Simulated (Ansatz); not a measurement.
Crystal: In.

```xyz
2
Lattice="3.3355 0.0000 0.0000 -1.6677 2.8886 0.0000 0.0000 0.0000 5.5091" Properties=species:S:1:pos:R:3 pbc="T T T"
In    1.6677    0.9629    4.1319
In    0.0000    1.9257    1.3773
```

This isn't the form of In at room conditions, which is tetragonal.

Below is the output of Ansatz 0.2.0 for this cell. Logs are shortened: lines on timing, memory, paths and dates and some standing lists are left out, and cuts for length are marked.

```text
GPUs: using 1 of 1 available (devices: 1).
Engine: ansatz 0.2.0, x86_64-unknown-linux-gnu
Pseudopotentials: kind: paw
Pseudopotential: In, paw, valence charge 13, recommended cutoff 420 eV (normal), In.paw.azcp
Functional definition: unnamed
  parameter a_1 = 0.25
  parameter omega_1 = 0.207/angstrom
  exchange = pbe_x(mu = 0.12345679012345678) + (-a_1)*hjs_pbesol_x_sr(omega_1) + a_1*exact_x_sr(omega_1)
  correlation = pbe_c(beta = 0.046)
device memory: the entry about to start is reckoned to put 0.5 GiB on a device that reports 40.9 GiB free (of which the cap on the GPU budget leaves the run 18.0 GiB)
GPU FFT provider: cuFFT
GPU libraries: cuBLAS 13.8.2, cuFFT 12.4.0, cuSOLVER 12.3.4
Crystal: 2 atoms, lattice volume = 53.080 Å³
Basis set: ecut = 420 eV, 1051 PW (Γ), exchange–correlation on 48×48×80 points (8 copies of the dense FFT grid, shifted against one another)
Bands: 17, of which v1, the nominal top of the filled ones, is band 13 counted from 1 (12 counted from 0)
Symmetry: 24 space group operations
Space group: P63/mmc (ITA 194), of the structure as read, at distance tolerance 3.8e-5 Å
k-points: 10 of 75
Non-local potential: In, projectors of the file, l = 0: 2, l = 1: 2, l = 2: 2, l = 3: 2
PAW form: soft (Blöchl's): semilocal exchange-correlation on the pseudo side does not see the compensation charge
PAW frozen core: In, regenerated for the run's functional, and the local potential with it (the file was generated under x = pbe(κ = 0.804, μ = 0.2195149727645171), c = pbe(β = 0.06672455060314922))
PAW one-centre angular grid: In, 590 points (default); XC on 64 Gauss nodes
Initial density: superposition of atomic densities (neutral atoms: chi_scale 0, normalization atom), corrected by the library's trained network
Initial wavefunctions: pseudopotential atomic-orbital guess
GPU buffer pool allocated for 23040 grid points (all kernels)
GPU transforms: local potential and band sums: pruned to the plane-wave sphere, on 24×24×40
Functional: x = pbesol(κ = 0.804, μ = 0.12345679012345678), c = pbesol(β = 0.046), warm-up for x = hjs_pbesol + 0.25 (exact − hjs_pbesol) at short range (ω = 0.207 Å⁻¹), c = pbesol(β = 0.046)
SCF iter   1: F=—  HF=-11050.827571 eV  |F-HF|=—  |Δ(HF+E_count)|=         —  Δρ=2.61e-3  dr2=4.55e-3  ethr=1.77e-3  ⟨swp⟩=6.4  Hψ=740  notcnv=0
preconditioner: auto → none  [insulator: Δε(μ)=0.257 eV  Ē_g=15.798 eV  σ=0.050 eV  W_gap=0.65  n_scr=10 (ndim 8)  ℏωp=26.0 eV  f_vac=0.000  D(μ)=1.45/eV (n_scr^D=8)]
iter 2 solved again at ethr=1.07e-6 eV; its pass at ethr=1.75e-5 eV (dr2=2.77e-4 eV) is discarded
SCF iter   2: F=—  HF=-11050.825873 eV  |F-HF|=—  |Δ(HF+E_count)|=   1.70e-3  Δρ=7.61e-4  dr2=2.69e-4  ethr=1.07e-6  ⟨swp⟩=3.5  Hψ=885  notcnv=0
[... 225 lines left out ...]
Fermi energy:    10.710518 eV
--- Per-component energies (eV) ---
  E_band       = -85.368233
  E_kinetic    = 484.153827
  E_local      = -2120.626108  (includes V_loc(G=0)·N_el)
  E_nonlocal   = 734.696481
  E_hartree    = 832.442809
  E_xc         = -340.919493
  E_vxc        = -160.917486  (∫ρ·V_xc dr)
  E_exx        = -64.116040  (= α·E_x^exact, valence–valence)
  E_paw        = -8235.144221  (= ΣΔE_a)
  E_vpaw       = -559.328596  (= ΣTr[D̂ρ^β])
  E_aug_tail   = 0.000051  (compensation charges beyond the density's cutoff)
  E_ewald      = -2389.685011
  E_core_change = 1.323993  (= ΣΔE_core)
  E_smearing   = -0.010511  (= −TS)
  E_closure    = -0.000000  (closes the sum)
  Σ components = -11097.884222   (vs F -11097.884222, Δ=0.00e0)
--- Forces (eV/Å), atoms counted from 1 ---
  atom   1  In     0.00000000    -0.00000000    -0.00000000
  atom   2  In     0.00000000     0.00000000     0.00000000
  max |Σ_I F_I| component: 2.31e-18 eV/Å
--- Stress (GPa, compression-positive) ---
       -0.002769      -0.000000      -0.000000
        0.000000      -0.002769      -0.000000
       -0.000000      -0.000000      -0.005011
  P = ⅓ Tr σ = -0.0035 GPa (-0.035 kbar)
--- Band table (eV; the first three rows and the last of 10) ---
  k-point 0: bands = ["-6.2922", "-6.2224", "-6.1949", "-6.1949", "-6.1647", "-6.1647", "-6.0731", "-6.0731", "-5.8735", "-5.8735", "-0.5547", "5.4630", "6.4668", "20.0288", "20.0288", "21.9229", "21.9229"]
  k-point 1: bands = ["-6.2674", "-6.2315", "-6.2125", "-6.2125", "-6.1903", "-6.1903", "-5.9978", "-5.9978", "-5.9051", "-5.9051", "0.1378", "2.2724", "10.9912", "16.8442", "20.5633", "20.5633", "21.6239"]
  k-point 2: bands = ["-6.3165", "-6.2061", "-6.1700", "-6.1443", "-6.1163", "-6.0855", "-6.0777", "-6.0528", "-5.9579", "-5.8612", "0.3596", "6.2389", "7.4867", "14.2783", "17.4395", "18.9731", "20.2593"]
  k-point 9: bands = ["-6.2971", "-6.2823", "-6.1931", "-6.1929", "-6.1532", "-5.9806", "-5.9507", "-5.9434", "-5.8775", "-5.8409", "6.3044", "7.0959", "8.3946", "9.2500", "11.5723", "13.4906", "16.3955"]
--- Relaxed structure (4 steps of the walk, 4 accepted, 1 SCFs on fresh bases) ---
  F+E_penalty+E_count = -11097.88422193 eV   max|allowed force component| = 3.469e-17 eV/Å   (the final SCF, on the basis selected at the relaxed cell)
  cell:  # Å, volume = 50.8816 Å³
    - [3.285415917506171, -8.204708462842394e-33, 1.6659377738512969e-18]
    - [-1.6427079587530855, 2.845253646558104, -8.329688869256441e-19]
    - [2.751590815649977e-18, 8.281488622730282e-33, 5.443135742804058]
  atoms:
    - { symbol: In, position: [0.6666666666666666, 0.3333333333333333, 0.7499999999999999] }
    - { symbol: In, position: [0.3333333333333333, 0.6666666666666666, 0.25] }
```

**Question.** What input gives this log?

**Answer.** Relaxation of cell and atoms with HSEsol, no spin polarisation. The files as run (others can give the same):

input
```
crystal:
  lattice:
    - [3.335484782, 0.0, 0.0]
    - [-1.667742391, 2.8886145552, 0.0]
    - [0.0, 0.0, 5.50914292]
  atoms:
    - { symbol: In, position: [0.6666666667, 0.3333333333, 0.75] }
    - { symbol: In, position: [0.3333333333, 0.6666666667, 0.25] }
hamiltonian:
  xc:
    exchange: hjs_pbesol
    correlation: pbesol
    exx: { coeff: 0.25, omega: 0.207 }
  pseudopotentials: { kind: paw }
kpoints:
  mp_grid: { grid: [5, 5, 3] }
scf:
  occupations: { method: fermi_dirac, width: 0.05 }
output:
  forces: true
  stress: true
  eigenvalues: true
relax:
  f_tol: 0.01
  max_steps: 40
  cell: { stress_tol: 0.05 }
```

Caveat: the k mesh is coarse (spacing up to 0.44 Å⁻¹), so the values aren't converged, least of all with exact exchange; the plane-wave basis is chosen anew once the cell has moved, so the energies of steps on either side of that aren't comparable; the PAW data sets come from PBE, with cores solved anew for the run's functional, which leaves a small shift of forces and pressure.
